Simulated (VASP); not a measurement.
# AlN (P6_3mc) in VASP: phonons with LDA

Aim: the phonons of AlN with LDA.

All numbers are computed with VASP 6.6.1; they aren't measurements. Logs are shortened: lines on timing, memory, paths and dates and some standing lists are left out, and cuts for length are marked.

### Step 1. The crystal as given

It takes space group P6_3mc (No. 186, hexagonal). The conventional cell has a = 3.101 Å, b = 3.101 Å, c = 4.939 Å, α = 90.00°, β = 90.00°, γ = 120.00°. Al (site symmetry 3m) has 4 N at 1.88 to 1.89 Å as nearest neighbours. N (site symmetry 3m) is surrounded by 4 Al at 1.88 to 1.89 Å.

The cell was built by a generator and needn't be a form met in nature.

### Step 2. Phonons, LDA

POSCAR reads:

```
AlN
1.0
    3.1005690000      0.0000000000      0.0000000000
   -1.5502845000      2.6851715202      0.0000000000
    0.0000000000      0.0000000000      4.9388550000
Al N
2 2
Direct
    0.3333333333      0.6666666667      0.0000000000
    0.6666666667      0.3333333333      0.5000000000
    0.3333333333      0.6666666667      0.3828640000
    0.6666666667      0.3333333333      0.8828640000
```

INCAR.step1 reads:

```
SYSTEM = AlN
  PREC = Accurate
  ENCUT = 600
  EDIFF = 1E-8
  ISMEAR = 0
  SIGMA = 0.05
  LREAL = .False.
  LASPH = .True.
  NELM = 60
  ALGO = Normal
  ISIF = 3
  LWAVE = .False.
  LCHARG = .False.
  IBRION = 2
  NSW = 40
  EDIFFG = -0.002
```

INCAR.step2 reads:

```
SYSTEM = AlN
  PREC = Accurate
  ENCUT = 600
  EDIFF = 1E-8
  ISMEAR = 0
  SIGMA = 0.05
  LREAL = .False.
  LASPH = .True.
  NELM = 60
  ALGO = Normal
  ISIF = 2
  LWAVE = .False.
  LCHARG = .False.
  IBRION = 8
  NSW = 1
```

KPOINTS reads:

```
Automatic mesh
0
Gamma
  9 9 6
  0 0 0
```

Potentials or basis: VASP PAW LDA potentials, release 64 (Al, N).

Command:

```sh
> cat potpaw_LDA.64/Al/POTCAR potpaw_LDA.64/N/POTCAR > POTCAR
> cp INCAR.step1 INCAR
> mpirun -np 1 vasp_std > vasp.out
> cp CONTCAR POSCAR
> cp INCAR.step2 INCAR
> mpirun -np 1 vasp_std > vasp.out
```

OUTCAR:

```text
SYSTEM = AlN
   PREC = Accurate
   ENCUT = 600
   EDIFF = 1E-8
   ISMEAR = 0
   LREAL = .False.
   LASPH = .True.
   NELM = 60
   ISIF = 2
   IBRION = 8
   NSW = 1

 ion  position               nearest neighbor table
   1  0.333  0.667  0.000-   4 1.88   4 1.88   4 1.88   3 1.89   2 3.05   2 3.05   2 3.05   2 3.05
                             2 3.05   2 3.05
   2  0.667  0.333  0.500-   3 1.88   3 1.88   3 1.88   4 1.89   1 3.05   1 3.05   1 3.05   1 3.05
                             1 3.05   1 3.05
   3  0.333  0.667  0.382-   2 1.88   2 1.88   2 1.88   1 1.89
   4  0.667  0.333  0.882-   1 1.88   1 1.88   1 1.88   2 1.89

  LATTYP: Found a hexagonal cell.
 ALAT       =     3.0912782767
 C/A-ratio  =     1.6005721248

  Lattice vectors:

 A1 = (   3.0912782767,   0.0000000000,   0.0000000000)
 A2 = (  -1.5456391384,   2.6771255178,   0.0000000000)
 A3 = (   0.0000000000,   0.0000000000,   4.9478138397)

Analysis of symmetry for initial positions (statically):
=====================================================================
 Subroutine PRICEL returns:
 Original cell was already a primitive cell.

 Routine SETGRP: Setting up the symmetry group for a
 hexagonal supercell.

 Subroutine GETGRP returns: Found 12 space group operations
 (whereof  6 operations were pure point group operations)
 out of a pool of 24 trial point group operations.

The static configuration has the point symmetry C_3v.
 The point group associated with its full space group is C_6v.

Analysis of symmetry for dynamics (positions and initial velocities):
=====================================================================
 Subroutine PRICEL returns:
 Original cell was already a primitive cell.

 Routine SETGRP: Setting up the symmetry group for a
 hexagonal supercell.

 Subroutine GETGRP returns: Found 12 space group operations
 (whereof  6 operations were pure point group operations)
 out of a pool of 24 trial point group operations.

The dynamic configuration has the point symmetry C_3v.
 The point group associated with its full space group is C_6v.

 Subroutine INISYM returns: Found 12 space group operations
 (whereof  6 operations are pure point group operations),
 and found     1 'primitive' translations

----------------------------------------------------------------------------------------

                                     Primitive cell

  volume of cell :      40.9468

  direct lattice vectors                    reciprocal lattice vectors
     3.091278277  0.000000000  0.000000000     0.323490773  0.186767485  0.000000000
    -1.545639138  2.677125518  0.000000000     0.000000000  0.373534970  0.000000000
     0.000000000  0.000000000  4.947813840     0.000000000  0.000000000  0.202109463

  length of vectors
     3.091278277  3.091278277  4.947813840     0.373534970  0.373534970  0.202109463

  position of ions in fractional coordinates (direct lattice)
     0.333333333  0.666666667  0.000454215
     0.666666667  0.333333333  0.500454215
     0.333333333  0.666666667  0.382409785
     0.666666667  0.333333333  0.882409785

  ion indices of the primitive-cell ions
   primitive index   ion index
                 1           1
[... 136 lines left out ...]
      1      -9.0685      2.00000
      2      -6.7833      2.00000
      3      -0.0535      2.00000
      4       5.2009      2.00000
      5       5.2009      2.00000
      6       5.8616      2.00000
      7       5.8616      2.00000
      8       6.0885      2.00000
      9      10.4897      0.00000
     10      12.7977      0.00000
     11      16.7234      0.00000
     12      17.1689      0.00000
[... 331 lines left out ...]
 k-point    24 :       0.3333    0.3333    0.1667
  band No.  band energies     occupation
      1      -6.3974      2.00000
      2      -6.3974      2.00000
      3       1.2374      2.00000
      4       1.8310      2.00000
      5       1.8310      2.00000
      6       3.3083      2.00000
      7       4.1697      2.00000
      8       4.1697      2.00000
      9      11.4062      0.00000
     10      14.3363      0.00000
     11      15.1959      0.00000
     12      15.1959      0.00000

 [... further k-points ...]
[... 5 lines left out ...]
  --------------------------------------------------------------------------------------
  -------------------------------------------------------------------------------------
  Total        0.0020515      0.0020515      0.0009115      0.0000000     -0.0000000      0.0000000
  in kB        0.0802704      0.0802704      0.0356654      0.0000000     -0.0000000      0.0000000
  external PRESSURE =       0.0654021 kB  Pullay stress =       0.0000000 kB

 VOLUME and BASIS-vectors are now :
 -----------------------------------------------------------------------------
  energy-cutoff  :      600.00
  volume of cell :       40.95
      direct lattice vectors                 reciprocal lattice vectors
     3.091278277  0.000000000  0.000000000     0.323490773  0.186767485  0.000000000
    -1.545639138  2.677125518  0.000000000     0.000000000  0.373534970  0.000000000
     0.000000000  0.000000000  4.947813840     0.000000000  0.000000000  0.202109463

 POSITION                                       TOTAL-FORCE (eV/Angst)
 -----------------------------------------------------------------------------------
     -0.00000      1.78475      0.00225         0.000000      0.000000     -0.000018
      1.54564      0.89238      2.47615         0.000000      0.000000     -0.000018
     -0.00000      1.78475      1.89209         0.000000      0.000000      0.000018
      1.54564      0.89238      4.36600        -0.000000     -0.000000      0.000018
 -----------------------------------------------------------------------------------
    total drift:                               -0.000000      0.000000     -0.000571

  FREE ENERGIE OF THE ION-ELECTRON SYSTEM (eV)
  ---------------------------------------------------
  free  energy   TOTEN  =       -32.8425317820 eV

  energy  without entropy=      -32.8425317820  energy(sigma->0) =      -32.84253178

[... ionic steps 2 to 9 ...]

--------------------------------------- Ionic step       10  -------------------------------------------

------------------------ aborting loop because EDIFF is reached ----------------------------------------

[... ionic steps 11 to 11 ...]

--------------------------------------- Ionic step       12  -------------------------------------------

 Free energy of the ion-electron system (eV)
  ---------------------------------------------------
  ---------------------------------------------------
  free energy    TOTEN  =        -0.25065221 eV

  energy without entropy =       -0.25065221

------------------------ aborting loop because EDIFF is reached ----------------------------------------

 INTERNAL STRAIN TENSOR  FOR ION    3  DIRECTION 3   (eV/Angst):
 -----------------------------------------------------------------------------
     5.90313  0.00000 -0.00000
     0.00000  5.90313  0.00000
     0.00000  0.00000-13.07116

 INTERNAL STRAIN TENSOR FOR ION    4 for displacements in x,y,z  (eV/Angst):
          X           Y           Z          XY          YZ          ZX
  --------------------------------------------------------------------------------
  x     0.00000     0.00000    -0.00000    11.12149     0.00000     5.63017
  y    11.12149   -11.12149     0.00000     0.00000     5.65745     0.00000
  z     5.90313     5.90313   -13.07116     0.00000     0.00000    -0.00000

 SECOND DERIVATIVES (NOT SYMMETRIZED)
 ------------------------------------
               1X          1Y          1Z          2X          2Y          2Z          3X          3Y          3Z          4X          4Y          4Z
  1X   -16.436813   -0.000000    0.000000    0.668026    0.000000    0.000000    1.481306    0.000000   -0.000000   14.287481    0.000000   -0.000000
  1Y    -0.000000  -16.436813    0.000000   -0.000000    0.668026   -0.000000   -0.000000    1.481306    0.000000    0.000000   14.287481    0.000000
  1Z     0.000000    0.000000  -21.823216    0.000000    0.000000    8.615288    0.000000    0.000000    6.717966    0.000000    0.000000    6.489962
  2X     0.668026    0.000000    0.000000  -16.436813    0.000000   -0.000000   14.287481    0.000000    0.000000    1.481306    0.000000    0.000000
  2Y     0.000000    0.668026    0.000000   -0.000000  -16.436813   -0.000000    0.000000   14.287481   -0.000000    0.000000    1.481306    0.000000
  2Z     0.000000   -0.000000    8.615288    0.000000    0.000000  -21.823216    0.000000    0.000000    6.489962    0.000000    0.000000    6.717966
  3X     1.489977    0.000000    0.000000   14.282151    0.000000   -0.000000  -16.517883    0.000000    0.000000    0.745756    0.000000    0.000000
  3Y     0.000000    1.489977    0.000000    0.000000   14.282151   -0.000000    0.000000  -16.517883    0.000000    0.000000    0.745756   -0.000000
  3Z     0.000000    0.000000    6.687617    0.000000    0.000000    6.516415    0.000000   -0.000000  -20.408349    0.000000   -0.000000    7.204317
  4X    14.282151    0.000000    0.000000    1.489977   -0.000000    0.000000    0.745756    0.000000   -0.000000  -16.517883    0.000000    0.000000
  4Y     0.000000   14.282151    0.000000    0.000000    1.489977   -0.000000    0.000000    0.745756    0.000000   -0.000000  -16.517883    0.000000
  4Z     0.000000   -0.000000    6.516415   -0.000000    0.000000    6.687617    0.000000    0.000000    7.204317    0.000000    0.000000  -20.408349

 Eigenvectors and eigenvalues of the dynamical matrix
 ----------------------------------------------------

   1 f  =   21.955287 THz   137.949137 2PiTHz  732.349545 cm-1    90.799730 meV
             X         Y         Z           dx          dy          dz
     -0.000000  1.784750  0.002247     0.000000   -0.000000    0.008602
      1.545639  0.892375  2.476154     0.000000   -0.000000   -0.008602
     -0.000000  1.784750  1.892092    -0.000000    0.000000   -0.707054
      1.545639  0.892375  4.365999    -0.000000    0.000000    0.707054
[... 71 lines left out ...]
  12 f/i=    0.001309 THz     0.008224 2PiTHz    0.043662 cm-1     0.005413 meV
             X         Y         Z           dx          dy          dz
     -0.000000  1.784750  0.002247     0.000000    0.000000    0.573714
      1.545639  0.892375  2.476154     0.000000    0.000000    0.573714
     -0.000000  1.784750  1.892092     0.000000    0.000000    0.413343
      1.545639  0.892375  4.365999     0.000000    0.000000    0.413343

--------------------------------------------------------------------------------------------------------

 ELASTIC MODULI CONTR FROM IONIC RELAXATION (kBar)
 Direction    XX          YY          ZZ          XY          YZ          ZX
 --------------------------------------------------------------------------------
 XX        -775.0785    361.1235    458.2360     -0.0000     -0.0000      0.0000
 YY         361.1235   -775.0785    458.2360      0.0000      0.0000     -0.0000
 ZZ         458.2360    458.2360  -1014.5074     -0.0000     -0.0000     -0.0000
 XY          -0.0000      0.0000     -0.0000   -568.1010     -0.0000     -0.0000
 YZ          -0.0000      0.0000     -0.0000     -0.0000   -144.9917      0.0000
 ZX           0.0000     -0.0000     -0.0000     -0.0000      0.0000   -154.2917
 --------------------------------------------------------------------------------
```

Wall time 15 min (1 thread of Intel Xeon Platinum 8175M at 2.50GHz (Skylake/Cascade Lake), shared host); peak memory 0.43 GiB.

What came out:

```yaml
Relaxed_volume: 10.24 Å³/atom
Relaxed_cell: a = 3.091 Å, b = 3.091 Å, c = 4.948 Å, α = 90.00°, β = 90.00°, γ = 120.00°
Space_group_after_relaxing_to_0.05_Å: P6_3mc (No. 186)
Highest_phonon_frequency_at_Γ_LO-TO_splitting_left_out: 732 cm⁻¹
```

The path:
```
step  energy change (eV)  largest force (eV/Å)  pressure (GPa)  volume (Å³)
   1              0.0000                0.0002           -0.94        41.12
   2             -0.0003                0.0508            0.95        40.76
   3             -0.0009                0.0281            0.11        40.92
   4             -0.0010                0.0112            0.06        40.93
   5             -0.0011                0.0025            0.03        40.94
   6             -0.0011                0.0038            0.02        40.94
   7             -0.0011                0.0042           -0.03        40.95
   8             -0.0011                0.0000            0.00        40.95
```

Final structure:
```yaml
crystal:
  lattice:
    - [3.09128, 0.00000, 0.00000]
    - [-1.54564, 2.67713, 0.00000]
    - [0.00000, 0.00000, 4.94781]
  atoms:
    - { symbol: Al, position: [0.33333, 0.66667, 0.00045] }
    - { symbol: Al, position: [0.66667, 0.33333, 0.50045] }
    - { symbol: N, position: [0.33333, 0.66667, 0.38241] }
    - { symbol: N, position: [0.66667, 0.33333, 0.88241] }
```

Phonon frequencies in cm⁻¹ (negative: imaginary):
| q point | frequencies |
| --- | --- |
| (0.000, 0.000, 0.000) | 0 0 0 239 239 554 624 671 671 682 682 732 |
